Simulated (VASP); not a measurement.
# InP: single point with PBEsol

**The experiment to reproduce.**

From a printed reference work, data compilation, for a bulk crystal of InP at 1.6 K: band gap 1.4236 eV (direct).

Crystal: InP.

```
In P
1.0
     0.00000    2.93050    2.93050
     2.93050    0.00000    2.93050
     2.93050    2.93050    0.00000
In P
1 1
Direct
  0.00000 0.00000 0.00000
  0.25000 0.25000 0.25000
```

```
Program             : VASP 6.6.1
Task                : single point
Functional          : PBEsol
Potentials or basis : VASP PAW PBE potentials, release 64 (In_d, P)
Cutoff              : 520 eV
k mesh              : 7 × 7 × 7
Occupations         : fermi-dirac, width 0.02 eV
Spin                : no spin polarisation
```

The pressure is 0.6 GPa. The band gap on the k mesh is 0.61 eV, direct.

Levels at points of the mesh, in eV from the valence-band top:
```tsv
k point	band 7	band 8	band 9	band 10	band 11	band 12
(0.00, 0.00, 0.00)	0.00	0.00	0.00	0.61	4.01	4.01
```

Run time: 11 s on 4 MPI ranks on Intel(R) Xeon(R) Platinum 8375C CPU @ 2.90GHz (Ice Lake), with other jobs on the host, peak memory 0.17 GiB a rank.

Against the measured gap of InP, 1.4236 eV (direct; 1.6 K; a printed reference work, data compilation), the calculated 0.61 eV is off by -0.81 eV. Spin-orbit coupling on In is left out. The value is that of PBEsol, without temperature or zero-point motion. Semilocal functionals fall short of measured gaps as a rule.

Caveat: the PAW data sets were made with another functional, which shifts forces and pressure a little; spin-orbit coupling is left out, which moves the levels of the heavy elements.
